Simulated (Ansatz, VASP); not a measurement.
# SnTe2 in two plane-wave programs, part 2 of 2

Wanted: the spread between two codes on one cell, functional and k mesh. The cell is generated by rule, not measured, and may not be a known phase. The cell is taken from a series of runs on this material, whose earlier steps may have relaxed, scaled, displaced or heated it; both programs get it as it stands.

VASP 6.6.1 and Ansatz 0.2.0.

So far. Step 2 (VASP: single point, PBE, pair 1): The run ends at a pressure of -0.15 GPa, with forces up to 0.18 eV/Å. Step 3 (Ansatz: single point, PBE, pair 1): The run ends at a pressure of -0.14 GPa, with forces up to 0.18 eV/Å.

The structure was built from a prototype and need not be the compound's stable phase.

### Step 5. Ansatz: single point, PBE, pair 2

Level of this step: Ansatz beside VASP: Kohn-Sham DFT, plane waves, PBE (Ansatz).

With cell and atoms fixed, the geometry can't cause a difference; cores, projectors, grids and the points listed under the comparison can.

The cell is taken from a series of runs on this material, whose earlier steps may have relaxed, scaled, displaced or heated it; both programs get it as it stands.

Contents of input.yaml:

```yaml
crystal:
  lattice:
    - [7.0577214653, 0.0, 0.0]
    - [0.0, 7.0577214653, 0.0]
    - [0.0, 0.0, 8.8481204969]
  atoms:
    - { symbol: Sn, position: [-0.0095569639, 0.0095569639, 0.0] }
    - { symbol: Sn, position: [0.0095569639, -0.0095569639, 0.5] }
    - { symbol: Sn, position: [0.5095569639, 0.5095569639, 0.25] }
    - { symbol: Sn, position: [0.4904430361, 0.4904430361, 0.75] }
    - { symbol: Te, position: [0.3234787499, 0.2806598692, 0.0059121151] }
    - { symbol: Te, position: [0.2806598692, 0.3234787499, 0.4940878849] }
    - { symbol: Te, position: [0.7193401308, 0.6765212501, -0.0059121151] }
    - { symbol: Te, position: [0.6765212501, 0.7193401308, 0.5059121151] }
    - { symbol: Te, position: [0.7806598692, 0.1765212501, 0.2559121151] }
    - { symbol: Te, position: [0.8234787499, 0.2193401308, 0.7440878849] }
    - { symbol: Te, position: [0.1765212501, 0.7806598692, 0.2440878849] }
    - { symbol: Te, position: [0.2193401308, 0.8234787499, 0.7559121151] }
kpoints:
  mp_grid: { grid: [6, 6, 4] }
hamiltonian:
  xc: pbe
scf:
  occupations: { method: methfessel_paxton, width: 0.2 }
output:
  forces: true
  stress: true
  eigenvalues: true
```

Run with:

```bash
ansatz run input.yaml --threads 4 --pin off --max-ram 14336MiB --backend cpu --events-out ev --progress --plain --runs-dir out
```

Numbers of over 12 decimals in the logs are rounded to 6 here.

What it wrote:

```text
[...]
Crystal: 12 atoms, lattice volume = 440.738 Å³
Basis set: ecut = 420 eV, 8609 PW (Γ), exchange–correlation on 96×96×120 points (8 copies of the dense FFT grid, shifted against one another)
Bands: 111, of which v1, the nominal top of the filled ones, is band 92 counted from 1 (91 counted from 0)
Symmetry: 8 space group operations
[...]
k-point 0: bands = [... 88 lower, 6.2532, 6.2532, 6.5316, 6.5316, 7.3086, 7.3086, 7.4036, 7.4612, ... 15 higher]
  k-point 1: bands = [... 88 lower, 6.1930, 6.3783, 6.7078, 6.7257, 7.2309, 7.2449, 7.7562, 7.9173, ... 15 higher]
  k-point 2: bands = [... 88 lower, 6.5012, 6.5012, 6.8031, 6.8031, 7.1144, 7.1144, 8.2494, 8.2494, ... 15 higher]
  k-point 29: bands = [... 88 lower, 6.5970, 6.5970, 6.5970, 6.5970, 7.3967, 7.3967, 7.3967, 7.3967, ... 15 higher]
[key lines of the parts left out:]
SCF converged after 7 iterations
Free energy (F): -79935.723180 eV
Fermi energy:    6.822550 eV
P = ⅓ Tr σ = -0.2953 GPa (-2.953 kbar)
```

The run ends at a pressure of -0.30 GPa, with forces up to 0.22 eV/Å.

### Step 6. VASP: single point, PBE, pair 2

The same cell, functional, mesh and smearing now go to VASP, with its own data sets.

Contents of INCAR:

```
SYSTEM = SnTe2
PREC = Accurate
ENCUT = 500
EDIFF = 1E-06
NELM = 120
ISMEAR = 1
SIGMA = 0.2
LREAL = .FALSE.
ALGO = Normal
GGA = PE
NBANDS = 64
LORBIT = 11
LWAVE = .FALSE.
LCHARG = .FALSE.
ISIF = 2
LASPH = .TRUE.
GGA_COMPAT = .FALSE.
KPAR = 2
```

Contents of POSCAR:

```
SnTe2
1.0
    7.0577214653      0.0000000000      0.0000000000
    0.0000000000      7.0577214653      0.0000000000
    0.0000000000      0.0000000000      8.8481204969
Sn Te
4 8
Direct
    0.9904430361      0.0095569639      0.0000000000
    0.0095569639      0.9904430361      0.5000000000
    0.5095569639      0.5095569639      0.2500000000
    0.4904430361      0.4904430361      0.7500000000
    0.3234787499      0.2806598692      0.0059121151
    0.2806598692      0.3234787499      0.4940878849
    0.7193401308      0.6765212501      0.9940878849
    0.6765212501      0.7193401308      0.5059121151
    0.7806598692      0.1765212501      0.2559121151
    0.8234787499      0.2193401308      0.7440878849
    0.1765212501      0.7806598692      0.2440878849
    0.2193401308      0.8234787499      0.7559121151
```

Contents of KPOINTS:

```
Automatic mesh
0
Gamma
6 6 4
0 0 0
```

PAW data sets: Sn_d and Te (PBE family, release 64).

Run with:

```bash
mpirun -np 2 vasp_std
```

What it wrote:

```text
[... set-up lines as in an earlier step ...]
 entering main loop
       N       E                     dE             d eps       ncg     rms          rms(c)
DAV:   1     0.952474314961E+03    0.95247E+03   -0.42510E+04  3840   0.162E+03
DAV:   2     0.110234983421E+03   -0.84224E+03   -0.81945E+03  4064   0.404E+02
DAV:   3    -0.301052404433E+02   -0.14034E+03   -0.13624E+03  4488   0.170E+02
DAV:   4    -0.397758669223E+02   -0.96706E+01   -0.94918E+01  4480   0.447E+01
[...]
DAV:  11    -0.397416873286E+02   -0.64533E-04   -0.10293E-04  4376   0.352E-02    0.144E-02
DAV:  12    -0.397416964660E+02   -0.91374E-05   -0.19181E-05  4504   0.214E-02    0.875E-03
DAV:  13    -0.397416960473E+02    0.41874E-06   -0.15235E-06  2680   0.656E-03
   1 F= -.39741696E+02 E0= -.39751241E+02  d E =0.286336E-01
```

OUTCAR, selected parts (step 6):

```text
  Total       -0.6663612     -0.6663612     -1.2401750      0.0000000     -0.0000000     -0.0000000
  in kB       -2.4223685     -2.4223685     -4.5083071      0.0000000     -0.0000000     -0.0000000
  external PRESSURE =      -3.1176814 kB  Pullay stress =       0.0000000 kB

 POSITION                                       TOTAL-FORCE (eV/Angst)
 -----------------------------------------------------------------------------------
      6.99027      0.06745      0.00000        -0.052010      0.052010     -0.000000
      0.06745      6.99027      4.42406         0.052010     -0.052010     -0.000000
      3.59631      3.59631      2.21203         0.052010      0.052010     -0.000000
      3.46141      3.46141      6.63609        -0.052010     -0.052010     -0.000000
      2.28302      1.98082      0.05231         0.124962     -0.175458      0.058857
      1.98082      2.28302      4.37175        -0.175458      0.124962     -0.058857
      5.07690      4.77470      8.79581         0.175458     -0.124962     -0.058857
      4.77470      5.07690      4.47637        -0.124962      0.175458      0.058857
      5.50968      1.24584      2.26434        -0.175458     -0.124962      0.058857
      5.81188      1.54804      6.58378         0.124962      0.175458     -0.058857
      1.24584      5.50968      2.15972        -0.124962     -0.175458     -0.058857
      1.54804      5.81188      6.68840         0.175458      0.124962      0.058857
 -----------------------------------------------------------------------------------
    total drift:                               -0.000000      0.000000     -0.000000

  FREE ENERGIE OF THE ION-ELECTRON SYSTEM (eV)
  ---------------------------------------------------
  free  energy   TOTEN  =       -39.7416960473 eV

  energy  without entropy=      -39.7703296653  energy(sigma->0) =      -39.75124059

[... 2 parts as in an earlier step ...]

[... 1 further part left out ...]
[key lines of the parts left out:]
E-fermi :   4.4080
```

The run ends at a pressure of -0.31 GPa, with forces up to 0.22 eV/Å.

### Step 7. Side by side

What differs besides the data sets and the points named for the pairs above, as far as they apply: the data sets hold 184 valence electrons in Ansatz (on its default PAW (the set named soft_2) files) and 104 in VASP. Total energies have different zeros and are not compared.

Compared:

| quantity | Ansatz | VASP | difference |
| --- | --- | --- | --- |
| pressure (GPa) | -0.30 | -0.31 | +0.02 |

Forces on 7 of the 12 atoms, those with the largest forces and the largest differences (eV/Å; atoms numbered as in POSCAR):

| atom | Ansatz x, y, z | VASP x, y, z |
| --- | --- | --- |
| Te5 | 0.128, -0.175, 0.058 | 0.125, -0.175, 0.059 |
| Te7 | 0.175, -0.128, -0.058 | 0.175, -0.125, -0.059 |
| Te8 | -0.128, 0.175, 0.058 | -0.125, 0.175, 0.059 |
| Te9 | -0.175, -0.128, 0.058 | -0.175, -0.125, 0.059 |
| Te10 | 0.128, 0.175, -0.058 | 0.125, 0.175, -0.059 |
| Te11 | -0.128, -0.175, -0.058 | -0.125, -0.175, -0.059 |
| Te12 | 0.175, 0.128, 0.058 | 0.175, 0.125, 0.059 |

The forces differ by 1.9 meV/Å r.m.s., which is 1.8 % of the r.m.s. force of 0.108 eV/Å (both taken over all components).

### Step 8. VASP: single point, PBE, pair 3

With cell and atoms fixed, the geometry can't cause a difference; cores, projectors, grids and the points listed under the comparison can.

INCAR is that of step 6.

Contents of POSCAR:

```
SnTe2
1.0
    7.0577214653      0.0000000000      0.0000000000
    0.0000000000      7.0577214653      0.0000000000
    0.0000000000      0.0000000000      8.8481204969
Sn Te
4 8
Direct
    0.0017889373      0.9982110627      0.0000000000
    0.9982110627      0.0017889373      0.5000000000
    0.5000000000      0.5000000000      0.2500000000
    0.5000000000      0.5000000000      0.7500000000
    0.2980617454      0.3060768737      0.0000000000
    0.3060768737      0.2980617454      0.5000000000
    0.6939231263      0.7019382546      0.0000000000
    0.7019382546      0.6939231263      0.5000000000
    0.8020693096      0.1979306904      0.2488933302
    0.8020693096      0.1979306904      0.7511066698
    0.1979306904      0.8020693096      0.2511066698
    0.1979306904      0.8020693096      0.7488933302
```

KPOINTS is that of step 6.

Run with:

```bash
mpirun -np 2 vasp_std
```

What it wrote:

```text
[... set-up lines as in an earlier step ...]
 entering main loop
       N       E                     dE             d eps       ncg     rms          rms(c)
DAV:   1     0.948471578233E+03    0.94847E+03   -0.42274E+04  4992   0.161E+03
DAV:   2     0.111977423156E+03   -0.83649E+03   -0.81252E+03  5272   0.402E+02
DAV:   3    -0.297548254241E+02   -0.14173E+03   -0.13753E+03  5776   0.170E+02
DAV:   4    -0.395813734695E+02   -0.98265E+01   -0.96378E+01  5816   0.448E+01
[...]
DAV:  11    -0.394867098679E+02   -0.70074E-04   -0.10481E-04  5736   0.349E-02    0.110E-02
DAV:  12    -0.394867165802E+02   -0.67123E-05   -0.15521E-05  5560   0.190E-02    0.535E-03
DAV:  13    -0.394867159098E+02    0.67037E-06   -0.16820E-06  3752   0.668E-03
   1 F= -.39486716E+02 E0= -.39484982E+02  d E =-.520221E-02
```

Parts of OUTCAR (step 8):

```text
  Total       -0.0782472     -0.0782472     -0.0365346     -0.0326921      0.0000000      0.0000000
  in kB       -0.2844458     -0.2844458     -0.1328113     -0.1188429      0.0000000      0.0000000
  external PRESSURE =      -0.2339010 kB  Pullay stress =       0.0000000 kB

 POSITION                                       TOTAL-FORCE (eV/Angst)
 -----------------------------------------------------------------------------------
      0.01263      7.04510      0.00000         0.018178     -0.018178      0.000000
      7.04510      0.01263      4.42406        -0.018178      0.018178      0.000000
      3.52886      3.52886      2.21203         0.000000     -0.000000      0.000000
      3.52886      3.52886      6.63609         0.000000     -0.000000      0.000000
      2.10364      2.16021      0.00000        -0.046480      0.040413      0.000000
      2.16021      2.10364      4.42406         0.040413     -0.046480      0.000000
      4.89752      4.95408      0.00000        -0.040413      0.046480      0.000000
      4.95408      4.89752      4.42406         0.046480     -0.040413      0.000000
      5.66078      1.39694      2.20224        -0.002884      0.002884     -0.015426
      5.66078      1.39694      6.64588        -0.002884      0.002884      0.015426
      1.39694      5.66078      2.22182         0.002884     -0.002884      0.015426
      1.39694      5.66078      6.62630         0.002884     -0.002884     -0.015426
 -----------------------------------------------------------------------------------
    total drift:                                0.000000      0.000000      0.000000

  FREE ENERGIE OF THE ION-ELECTRON SYSTEM (eV)
  ---------------------------------------------------
  free  energy   TOTEN  =       -39.4867159098 eV

  energy  without entropy=      -39.4815137044  energy(sigma->0) =      -39.48498184

[... 1 part as in an earlier step ...]

[... 2 further parts left out ...]
[key lines of the parts left out:]
E-fermi :   4.3851
```

The run ends at a pressure of -0.02 GPa, with forces up to 0.062 eV/Å.

### Step 9. Ansatz: single point, PBE, pair 3

The same cell, functional, mesh and smearing now go to Ansatz, which takes its cutoff from its data sets.

The cell is taken from a series of runs on this material, whose earlier steps may have relaxed, scaled, displaced or heated it; both programs get it as it stands.

Contents of input.yaml:

```yaml
crystal:
  lattice:
    - [7.0577214653, 0.0, 0.0]
    - [0.0, 7.0577214653, 0.0]
    - [0.0, 0.0, 8.8481204969]
  atoms:
    - { symbol: Sn, position: [0.0017889373, -0.0017889373, 0.0] }
    - { symbol: Sn, position: [-0.0017889373, 0.0017889373, 0.5] }
    - { symbol: Sn, position: [0.5, 0.5, 0.25] }
    - { symbol: Sn, position: [0.5, 0.5, 0.75] }
    - { symbol: Te, position: [0.2980617454, 0.3060768737, 0.0] }
    - { symbol: Te, position: [0.3060768737, 0.2980617454, 0.5] }
    - { symbol: Te, position: [0.6939231263, 0.7019382546, 0.0] }
    - { symbol: Te, position: [0.7019382546, 0.6939231263, 0.5] }
    - { symbol: Te, position: [0.8020693096, 0.1979306904, 0.2488933302] }
    - { symbol: Te, position: [0.8020693096, 0.1979306904, 0.7511066698] }
    - { symbol: Te, position: [0.1979306904, 0.8020693096, 0.2511066698] }
    - { symbol: Te, position: [0.1979306904, 0.8020693096, 0.7488933302] }
kpoints:
  mp_grid: { grid: [6, 6, 4] }
hamiltonian:
  xc: pbe
scf:
  occupations: { method: methfessel_paxton, width: 0.2 }
output:
  forces: true
  stress: true
  eigenvalues: true
```

Run with:

```bash
ansatz run input.yaml --threads 4 --pin off --max-ram 14336MiB --backend cpu --events-out ev --progress --plain --runs-dir out
```

What it wrote:

```text
[...]
Crystal: 12 atoms, lattice volume = 440.738 Å³
Basis set: ecut = 420 eV, 8609 PW (Γ), exchange–correlation on 96×96×120 points (8 copies of the dense FFT grid, shifted against one another)
Bands: 111, of which v1, the nominal top of the filled ones, is band 92 counted from 1 (91 counted from 0)
Symmetry: 8 space group operations
[...]
k-points: 39 of 144
[...]
k-point 0: bands = [... 88 lower, 6.1171, 6.1233, 6.7535, 6.7702, 7.0876, 7.1025, 7.3913, 7.4573, ... 15 higher]
  k-point 1: bands = [... 88 lower, 6.2686, 6.5526, 6.7254, 6.7856, 6.8384, 7.2509, 7.7432, 7.9504, ... 15 higher]
  k-point 2: bands = [... 88 lower, 6.5080, 6.5080, 6.8425, 6.8425, 6.8490, 6.8490, 8.3407, 8.3407, ... 15 higher]
  k-point 38: bands = [... 88 lower, 6.4661, 6.4661, 6.4731, 6.4731, 7.4216, 7.4216, 7.4244, 7.4244, ... 15 higher]
[key lines of the parts left out:]
SCF converged after 6 iterations
Free energy (F): -79935.465147 eV
Fermi energy:    6.799463 eV
P = ⅓ Tr σ = -0.0052 GPa (-0.052 kbar)
```

The run ends at a pressure of -0.01 GPa, with forces up to 0.062 eV/Å.

### Step 10. Differences

What differs besides the data sets and the points named for the pairs above, as far as they apply: the data sets hold 184 valence electrons in Ansatz (on its default PAW (the set named soft_2) files) and 104 in VASP. Total energies have different zeros and are not compared.

Both answers:

| quantity | Ansatz | VASP | difference |
| --- | --- | --- | --- |
| pressure (GPa) | -0.01 | -0.02 | +0.02 |

Forces on 7 of the 12 atoms, those with the largest forces and the largest differences (eV/Å; atoms numbered as in POSCAR):

| atom | Ansatz x, y, z | VASP x, y, z |
| --- | --- | --- |
| Sn1 | 0.018, -0.018, 0.000 | 0.018, -0.018, 0.000 |
| Sn2 | -0.018, 0.018, 0.000 | -0.018, 0.018, 0.000 |
| Te5 | -0.045, 0.043, 0.000 | -0.046, 0.040, 0.000 |
| Te6 | 0.043, -0.045, 0.000 | 0.040, -0.046, 0.000 |
| Te7 | -0.043, 0.045, 0.000 | -0.040, 0.046, 0.000 |
| Te8 | 0.045, -0.043, 0.000 | 0.046, -0.040, 0.000 |
| Te10 | -0.001, 0.001, 0.015 | -0.003, 0.003, 0.015 |

The forces differ by 1.3 meV/Å r.m.s., which is 5.8 % of the r.m.s. force of 0.022 eV/Å (both taken over all components).

### Step 11. What came out

- r.m.s. force difference (single point, PBE, pair 1): 1.9 meV/Å
- r.m.s. force difference (single point, PBE, pair 2): 1.9 meV/Å
- difference in pressure (single point, PBE, pair 3): 0.018 GPa

**Reading.** The r.m.s. force difference is 1.9 meV/Å (single point, PBE, pair 1), within the 12 meV/Å picked in this series as the mark of a large difference. The data sets hold unlike numbers of valence electrons (184 in Ansatz and 104 in VASP), so part of the differences may come from the potentials. Such differences can come from data sets, numerical settings and the points named under the comparisons, not from the functional's error against experiment.

[Lines on the potential files, build, host, timing and source positions are cut from VASP's logs without a mark.]

[Logs are printed without paths, hosts, clocks, repeated set-up lines and the standing remarks that a program may print on its own settings, such as how far it seeks lower states.]

[Hosts, paths, dates, database ids (printed as entryN), source tags and the programs' standing remarks are cut or masked in the printed files.]
